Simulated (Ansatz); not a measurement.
Crystal: LuH2.

```xyz
3
Lattice="0.0000 2.5165 2.5165 2.5165 0.0000 2.5165 2.5165 2.5165 0.0000" Properties=species:S:1:pos:R:3 pbc="T T T"
Lu    0.0000    0.0000    0.0000
H     3.7748    3.7748    3.7748
H     1.2583    1.2583    1.2583
```

Base run:

* Program: Ansatz 0.2.0
* Functional: PBEsol
* Potentials or basis: all-electron LAPW, non-relativistic
* Cutoff: 232 eV
* Density cutoff: 929 eV
* Basis error allowed: 0.002 eV/atom
* k mesh: 9 × 9 × 9
* Occupations: fermi-dirac, width 0.05 eV
* Spin: no spin polarisation

Its results: pressure 3.2 GPa.

Q: The run is repeated on the same cell with these changes: potentials or basis from all-electron LAPW, non-relativistic to all-electron LAPW, scalar-relativistic; k mesh from 9 × 9 × 9 to 7 × 7 × 7. What comes out?

A: Pressure -4.1 GPa.

Caveats: relativity is left out, which matters for the heavier elements (some runs); the k mesh is thin for a metal, which can move the energy by tens of meV per atom (some runs).

Not every run made on this cell is shown here.
